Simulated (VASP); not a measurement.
# HgSe (F-43m) in VASP: a series of runs

One crystal, HgSe, is run at these levels: PBE; tasks: single point, relaxation of cell and atoms.

Everything below comes from runs of VASP 6.6.1. Logs are shortened: lines on timing, memory, paths and dates and some standing lists are left out, and cuts for length are marked.

**1. The structure**

It takes space group F-43m (No. 216, cubic). The conventional cell has a = 6.260 Å, b = 6.260 Å, c = 6.260 Å, α = 90.00°, β = 90.00°, γ = 90.00°. Around Hg (site symmetry -43m) lie 4 Se at 2.71 Å. Se (site symmetry -43m) has 4 Hg at 2.71 Å as nearest neighbours.

**2. Single point, PBE**

Contents of INCAR:

```
SYSTEM = HgSe
ALGO = Normal ; EDIFF = 1E-6
ENCUT = 520 ; GGA = PE
ISIF = 2 ; ISMEAR = 0
LASPH = .TRUE. ; LCHARG = .TRUE.
LELF = .TRUE. ; LREAL = .FALSE.
LVHAR = .TRUE. ; LWAVE = .FALSE.
NBANDS = 16 ; NELM = 80
PREC = Accurate ; SIGMA = 0.1
```

Contents of KPOINTS:

```
k-points
0
G
  12 12 12
  0 0 0
```

Contents of POSCAR:

```
HgSe
1.0
    0.0000000000      3.1301276958      3.1301276958
    3.1301276958      0.0000000000      3.1301276958
    3.1301276958      3.1301276958      0.0000000000
Hg Se
1 1
Direct
    0.0000000000      0.0000000000      0.0000000000
    0.2500000000      0.2500000000      0.2500000000
```

Potentials or basis: VASP PAW PBE potentials, release 64 (Hg, Se).

Started as:

```sh
cat potpaw_PBE.64/Hg/POTCAR potpaw_PBE.64/Se/POTCAR > POTCAR
mpirun -np 1 vasp_std > vasp.out
```

OUTCAR:

```text
SYSTEM = HgSe
   EDIFF = 1E-6
   ENCUT = 520
   GGA = PE
   ISIF = 2
   ISMEAR = 0
   LASPH = .TRUE.
   LREAL = .FALSE.
   NELM = 80
   PREC = Accurate

 ion  position               nearest neighbor table
   1  0.000  0.000  0.000-   2 2.71   2 2.71   2 2.71   2 2.71
   2  0.250  0.250  0.250-   1 2.71   1 2.71   1 2.71   1 2.71

  LATTYP: Found a face centered cubic cell.
 ALAT       =     6.2602553916

  Lattice vectors:

 A1 = (   0.0000000000,   3.1301276958,   3.1301276958)
 A2 = (   3.1301276958,   0.0000000000,   3.1301276958)
 A3 = (   3.1301276958,   3.1301276958,   0.0000000000)

Analysis of symmetry for initial positions (statically):
=====================================================================
 Subroutine PRICEL returns:
 Original cell was already a primitive cell.

 Routine SETGRP: Setting up the symmetry group for a
 face centered cubic supercell.

 Subroutine GETGRP returns: Found 24 space group operations
 (whereof 24 operations were pure point group operations)
 out of a pool of 48 trial point group operations.

The static configuration has the point symmetry T_d .

Analysis of symmetry for dynamics (positions and initial velocities):
=====================================================================
 Subroutine PRICEL returns:
 Original cell was already a primitive cell.

 Routine SETGRP: Setting up the symmetry group for a
 face centered cubic supercell.

 Subroutine GETGRP returns: Found 24 space group operations
 (whereof 24 operations were pure point group operations)
 out of a pool of 48 trial point group operations.

The dynamic configuration has the point symmetry T_d .

 Subroutine INISYM returns: Found 24 space group operations
 (whereof 24 operations are pure point group operations),
 and found     1 'primitive' translations

----------------------------------------------------------------------------------------

                                     Primitive cell

  volume of cell :      61.3361

  direct lattice vectors                    reciprocal lattice vectors
     0.000000000  3.130127696  3.130127696    -0.159737892  0.159737892  0.159737892
     3.130127696  0.000000000  3.130127696     0.159737892 -0.159737892  0.159737892
     3.130127696  3.130127696  0.000000000     0.159737892  0.159737892 -0.159737892

  length of vectors
     4.426669039  4.426669039  4.426669039     0.276674145  0.276674145  0.276674145

  position of ions in fractional coordinates (direct lattice)
     0.000000000  0.000000000  0.000000000
     0.250000000  0.250000000  0.250000000

  ion indices of the primitive-cell ions
   primitive index   ion index
                 1           1
                 2           2

----------------------------------------------------------------------------------------

 KPOINTS: k-points

Automatic generation of k-mesh.
 Grid dimensions read from file:
 generate k-points for:   12   12   12

 Generating k-lattice:

  Cartesian coordinates                     Fractional coordinates (reciprocal lattice)
    -0.013311491  0.013311491  0.013311491     0.083333333  0.000000000  0.000000000
     0.013311491 -0.013311491  0.013311491     0.000000000  0.083333333  0.000000000
     0.013311491  0.013311491 -0.013311491     0.000000000  0.000000000  0.083333333

  Length of vectors
     0.023056179  0.023056179  0.023056179

  Shift w.r.t. Gamma in fractional coordinates (k-lattice)
     0.000000000  0.000000000  0.000000000

 Subroutine IBZKPT returns following result:
 ===========================================

 Found     72 irreducible k-points:

 Following reciprocal coordinates:
            Coordinates               Weight
  0.000000  0.000000  0.000000      1.000000
  0.083333  0.000000  0.000000      8.000000
  0.166667  0.000000  0.000000      8.000000
  0.250000  0.000000  0.000000      8.000000
  0.333333  0.000000  0.000000      8.000000
  0.416667  0.000000  0.000000      8.000000
[... 16 lines left out ...]
  0.500000  0.166667  0.000000     24.000000
 -0.416667  0.166667  0.000000     24.000000
 [... further k-points ...]
   k-points           NKPTS =     72   k-points in BZ     NKDIM =     72   number of bands    NBANDS=     16
   number of dos      NEDOS =    301   number of ions     NIONS =      2
   total plane-waves  NPLWV =  46656
   dimension x,y,z NGX =    36 NGY =   36 NGZ =   36
   dimension x,y,z NGXF=    72 NGYF=   72 NGZF=   72
   ions per type =               1   1
   NGX,Y,Z   is equivalent  to a cutoff of  13.52, 13.52, 13.52 a.u.
   NGXF,Y,Z  is equivalent  to a cutoff of  27.04, 27.04, 27.04 a.u.
 SYSTEM =  HgSe
   PREC   = accura    normal or accurate (medium, high low for compatibility)
   ISTART =      0    job   : 0-new  1-cont  2-samecut
   ICHARG =      2    charge: 1-file 2-atom 10-const
   ISPIN  =      1    spin polarized calculation?
   LNONCOLLINEAR =      F non collinear calculations
   LSORBIT =      F    spin-orbit coupling
   LASPH  =      T    aspherical Exc in radial PAW
   ENCUT  =  520.0 eV  38.22 Ry    6.18 a.u.   8.23  8.23  8.23*2*pi/ulx,y,z
   NELM   =     80;   NELMIN=  2; NELMDL= -5     # of ELM steps
   EDIFF  = 0.1E-05   stopping-criterion for ELM
   LREAL  =      F    real-space projection
   EDIFFG = 0.1E-04   stopping-criterion for IOM
   NSW    =      0    number of steps for IOM
   IBRION =     -1    ionic relax: 0-MD 1-quasi-New 2-CG
   NFREE  =      0    steps in history (QN), initial steepest desc. (CG)
   ISIF   =      2    stress and relaxation
   ISYM   =      2    0-nonsym 1-usesym 2-fastsym
   POTIM  = 0.5000    time-step for ionic-motion
   TEBEG  =    0.0;   TEEND  =   0.0 temperature during run
   PSTRESS=    0.0 pullay stress
   NELECT =      18.0000    total number of electrons
   NUPDOWN=      -1.0000    fix difference up-down
   EMIN   =  10.00;   EMAX   =-10.00  energy-range for DOS
   EFERMI =   0.00;   METHOD = LEGACY
   ISMEAR =     0;   SIGMA  =   0.10  broadening in eV -4-tet -1-fermi 0-gaus
   EFERMI_NEDOS =   21; number of points for ismear=-14 and -15
   IALGO  =     38    algorithm
   IMIX   =      4    mixing-type and parameters
     AMIX     =   0.40;   BMIX     =  1.00
     AMIX_MAG =   1.60;   BMIX_MAG =  1.00
  volume/ion in A,a.u.               =      30.67       206.96
  Fermi-wavevector in a.u.,A,eV,Ry     =   1.087912  2.055855 16.103198  1.183552
  Thomas-Fermi vector in A             =   2.224082
   LORBIT       =      0    0 simple, 1 ext, 2 COOP (PROOUT), +10 PAW based schemes
   GGA     = PE    functional components
   LHFCALC =     F    Hartree Fock is set to
   AEXX    =    0.0000 exact exchange contribution
   IVDW    =     0    specifies the selected vdW correction
   LEPSILON=     F    determine dielectric tensor
   LRPA    =     F    only Hartree local field effects (RPA)
 non-spin polarized calculation
 Gauss-broadening in eV      SIGMA  =   0.10
  energy-cutoff  :      520.00
  volume of cell :       61.34
 maximum number of plane-waves:      1676
 NGX is ok and might be reduce to    36
   NGX = 17   NGY = 17   NGZ = 17

 number of electron      18.0000002 magnetization

 Free energy of the ion-electron system (eV)
  ---------------------------------------------------
  ext. energy  EPLUGINS =         0.00000000
  ---------------------------------------------------
  free energy    TOTEN  =        -4.08919338 eV

  energy without entropy =       -4.08902547  energy(sigma->0) =       -4.08910942

 E-fermi :   1.0268     XC(G=0):  -8.6467

 val. band max:        0.9519145562   @ k =   0.0000   0.0000   0.0000
 cond. band min:       1.2739490777   @ k =   0.0833   0.0000   0.0000
 fundamental gap:      0.3220345215
 Fermi energy:         1.0268453728

 k-point     1 :       0.0000    0.0000    0.0000
  band No.  band energies     occupation
      1     -11.9363      2.00000
      2      -5.7340      2.00000
      3      -5.7340      2.00000
      4      -5.7340      2.00000
      5      -5.1302      2.00000
      6      -5.1302      2.00000
[... 8 lines left out ...]
     15      12.1043      0.00000
     16      12.1043      0.00000

 k-point     2 :       0.0833    0.0000    0.0000
  band No.  band energies     occupation
      1     -11.9116      2.00000
      2      -5.7223      2.00000
      3      -5.7223      2.00000
      4      -5.7209      2.00000
      5      -5.1311      2.00000
      6      -5.1311      2.00000
[... 8 lines left out ...]
     15      11.6044      0.00000
     16      11.6044      0.00000

 k-point     3 :       0.1667    0.0000    0.0000
  band No.  band energies     occupation
      1     -11.8434      2.00000
      2      -5.6915      2.00000
      3      -5.6915      2.00000
      4      -5.6722      2.00000
      5      -5.1318      2.00000
      6      -5.1318      2.00000
[... 8 lines left out ...]
     15      11.1434      0.00000
     16      11.1434      0.00000

 k-point     4 :       0.2500    0.0000    0.0000
  band No.  band energies     occupation
      1     -11.7480      2.00000
      2      -5.6526      2.00000
      3      -5.6526      2.00000
      4      -5.5632      2.00000
      5      -5.1271      2.00000
      6      -5.1271      2.00000
[... 8 lines left out ...]
     15      11.0517      0.00000
     16      11.0517      0.00000

 k-point     5 :       0.3333    0.0000    0.0000
  band No.  band energies     occupation
      1     -11.6502      2.00000
      2      -5.6188      2.00000
      3      -5.6188      2.00000
      4      -5.3665      2.00000
      5      -5.1147      2.00000
      6      -5.1147      2.00000
[... 8 lines left out ...]
     15      11.3979      0.00000
     16      11.3979      0.00000

 k-point     6 :       0.4167    0.0000    0.0000
  band No.  band energies     occupation
      1     -11.5770      2.00000
      2      -5.5982      2.00000
      3      -5.5982      2.00000
      4      -5.0996      2.00000
      5      -5.0996      2.00000
      6      -5.0804      2.00000
[... 8 lines left out ...]
     15      12.0815      0.00000
     16      12.0815      0.00000

 k-point     7 :       0.5000    0.0000    0.0000
  band No.  band energies     occupation
      1     -11.5499      2.00000
      2      -5.5916      2.00000
      3      -5.5916      2.00000
      4      -5.0926      2.00000
      5      -5.0926      2.00000
      6      -4.8704      2.00000
[... 8 lines left out ...]
     15      12.5998      0.00000
     16      12.5998      0.00000

 k-point     8 :       0.0833    0.0833    0.0000
  band No.  band energies     occupation
      1     -11.9034      2.00000
      2      -5.7303      2.00000
      3      -5.7115      2.00000
      4      -5.7115      2.00000
      5      -5.1388      2.00000
      6      -5.1243      2.00000
[... 8 lines left out ...]
     15      10.9611      0.00000
     16      12.1324      0.00000

 k-point     9 :       0.1667    0.0833    0.0000
  band No.  band energies     occupation
      1     -11.8496      2.00000
      2      -5.7120      2.00000
      3      -5.6804      2.00000
      4      -5.6752      2.00000
      5      -5.1461      2.00000
      6      -5.1189      2.00000
[... 8 lines left out ...]
     15      10.8266      0.00000
     16      11.8127      0.00000
[... 172 lines left out ...]
 k-point    19 :       0.1667    0.1667    0.0000
  band No.  band energies     occupation
      1     -11.8123      2.00000
      2      -5.7118      2.00000
      3      -5.6471      2.00000
      4      -5.6471      2.00000
      5      -5.1592      2.00000
      6      -5.1081      2.00000
[... 8 lines left out ...]
     15      11.4323      0.00000
     16      12.2144      0.00000

 k-point    20 :       0.2500    0.1667    0.0000
  band No.  band energies     occupation
      1     -11.7404      2.00000
      2      -5.6804      2.00000
      3      -5.6024      2.00000
      4      -5.5896      2.00000
      5      -5.1637      2.00000
      6      -5.0982      2.00000
[... 8 lines left out ...]
     15      12.1267      0.00000
     16      12.1379      0.00000

 k-point    21 :       0.3333    0.1667    0.0000
  band No.  band energies     occupation
      1     -11.6519      2.00000
      2      -5.6315      2.00000
      3      -5.5610      2.00000
      4      -5.4818      2.00000
      5      -5.1453      2.00000
      6      -5.0883      2.00000
[... 8 lines left out ...]
     15      12.1884      0.00000
     16      12.2172      0.00000

 k-point    22 :       0.4167    0.1667    0.0000
  band No.  band energies     occupation
      1     -11.5704      2.00000
      2      -5.5938      2.00000
      3      -5.5341      2.00000
      4      -5.3165      2.00000
      5      -5.0817      2.00000
      6      -5.0744      2.00000
[... 8 lines left out ...]
     15      12.1222      0.00000
     16      12.6302      0.00000

 k-point    23 :       0.5000    0.1667    0.0000
  band No.  band energies     occupation
      1     -11.5189      2.00000
      2      -5.5735      2.00000
      3      -5.5256      2.00000
      4      -5.1892      2.00000
      5      -5.0864      2.00000
      6      -4.9004      2.00000
[... 8 lines left out ...]
     15      12.1841      0.00000
     16      12.7224      0.00000

 k-point    24 :      -0.4167    0.1667    0.0000
  band No.  band energies     occupation
      1     -11.5122      2.00000
      2      -5.5658      2.00000
      3      -5.5342      2.00000
      4      -5.1419      2.00000
      5      -5.1055      2.00000
      6      -4.8544      2.00000
[... 8 lines left out ...]
     15      11.8920      0.00000
     16      12.1336      0.00000

 [... further k-points ...]

------------------------ aborting loop because EDIFF is reached ----------------------------------------

  FORCE on cell =-STRESS in cart. coord.  units (eV):
  Direction    XX          YY          ZZ          XY          YZ          ZX
  --------------------------------------------------------------------------------------
  -------------------------------------------------------------------------------------
  Total        0.0677195      0.0677195      0.0677195      0.0000000     -0.0000000      0.0000000
  in kB        1.7689192      1.7689192      1.7689192      0.0000000     -0.0000000      0.0000000
  external PRESSURE =       1.7689192 kB  Pullay stress =       0.0000000 kB

 VOLUME and BASIS-vectors are now :
 -----------------------------------------------------------------------------
  energy-cutoff  :      520.00
  volume of cell :       61.34
      direct lattice vectors                 reciprocal lattice vectors
     0.000000000  3.130127696  3.130127696    -0.159737892  0.159737892  0.159737892
     3.130127696  0.000000000  3.130127696     0.159737892 -0.159737892  0.159737892
     3.130127696  3.130127696  0.000000000     0.159737892  0.159737892 -0.159737892

 POSITION                                       TOTAL-FORCE (eV/Angst)
 -----------------------------------------------------------------------------------
      0.00000      0.00000      0.00000         0.000000     -0.000000     -0.000000
      1.56506      1.56506      1.56506         0.000000      0.000000      0.000000
 -----------------------------------------------------------------------------------
    total drift:                               -0.000000     -0.000000     -0.000000

  FREE ENERGIE OF THE ION-ELECTRON SYSTEM (eV)
  ---------------------------------------------------
  free  energy   TOTEN  =        -4.0891933768 eV

  energy  without entropy=       -4.0890254653  energy(sigma->0) =       -4.08910942
```

Wall time 59 s (1 thread of Intel Xeon Platinum 8259CL at 2.50GHz (Skylake/Cascade Lake), shared host); peak memory 0.25 GiB.

What came out:

```
Free energy            : -4.0892 eV
Pressure               : 0.2 GPa
Band gap on the k mesh : none (metal or under the smearing width)
```

The run has no spin-orbit coupling, so splittings on Hg are missing.

**3. Relaxation of cell and atoms, PBE**

This run uses another cell than the first one, of 28.07 Å³/atom, 0.915 times its volume.

Contents of INCAR:

```
SYSTEM = HgSe
ALGO = Normal ; EDIFF = 1E-6
EDIFFG = -0.005 ; ENCUT = 600
GGA = PE ; IBRION = 2
ISIF = 3 ; ISMEAR = 0
LASPH = .TRUE. ; LCHARG = .FALSE.
LREAL = .FALSE. ; LWAVE = .FALSE.
NELM = 60 ; NSW = 100
PREC = Accurate ; SIGMA = 0.1
```

KPOINTS is that of step 2.

Contents of POSCAR:

```
HgSe
1.0
    0.0000000000      3.0390000000      3.0390000000
    3.0390000000      0.0000000000      3.0390000000
    3.0390000000      3.0390000000      0.0000000000
Hg Se
1 1
Direct
    0.0000000000      0.0000000000      0.0000000000
    0.2500000000      0.2500000000      0.2500000000
```

Potentials or basis: VASP PAW PBE potentials, release 64 (Hg, Se).

Started as:

```sh
cat potpaw_PBE.64/Hg/POTCAR potpaw_PBE.64/Se/POTCAR > POTCAR
mpirun -np 1 vasp_std > vasp.out
```

It took 1.9 min on 1 thread of Intel Xeon Platinum 8259CL at 2.50GHz (Skylake/Cascade Lake), shared host; peak memory 0.26 GiB.

It converged, with:

- Free energy: -4.0888 eV
- Relaxed volume: 30.79 Å³/atom
- Relaxed cell: a = 4.433 Å, b = 4.433 Å, c = 4.433 Å, α = 60.00°, β = 60.00°, γ = 60.00°
- Space group after relaxing (to 0.05 Å): F-43m (No. 216)
- Energy gained by relaxing: 39.2 meV/atom
- Ionic steps: 3
- Pressure after relaxing: 0.0 GPa
- Band gap on the k mesh: none (metal or under the smearing width)

Step by step:
| step | energy change (eV) | largest force (eV/Å) | pressure (GPa) | volume (Å³) |
| --- | --- | --- | --- | --- |
| 1 | 0.0000 | 0.0000 | 5.05 | 56.13 |
| 2 | -0.0702 | 0.0000 | -1.26 | 63.64 |
| 3 | -0.0785 | 0.0000 | 0.02 | 61.58 |

Final structure:
```yaml
crystal:
  lattice:
    - [0.00000, 3.13435, 3.13435]
    - [3.13435, 0.00000, 3.13435]
    - [3.13435, 3.13435, 0.00000]
  atoms:
    - { symbol: Hg, position: [0.00000, 0.00000, 0.00000] }
    - { symbol: Se, position: [0.25000, 0.25000, 0.25000] }
```

Levels at points of the mesh, in eV from the Fermi level:
| k point | band 5 | band 6 | band 7 | band 8 | band 9 | band 10 | band 11 | band 12 | band 13 |
| --- | --- | --- | --- | --- | --- | --- | --- | --- | --- |
| (0.00, 0.00, 0.00) | -6.14 | -6.14 | -1.12 | -0.08 | -0.08 | -0.08 | 5.52 | 5.52 | 5.52 |
| (0.50, 0.00, 0.00) | -6.11 | -5.89 | -4.98 | -0.89 | -0.89 | 1.02 | 6.21 | 6.21 | 6.72 |
| (0.50, 0.50, 0.00) | -6.06 | -5.85 | -4.74 | -2.01 | -2.01 | 2.61 | 3.13 | 8.20 | 9.34 |
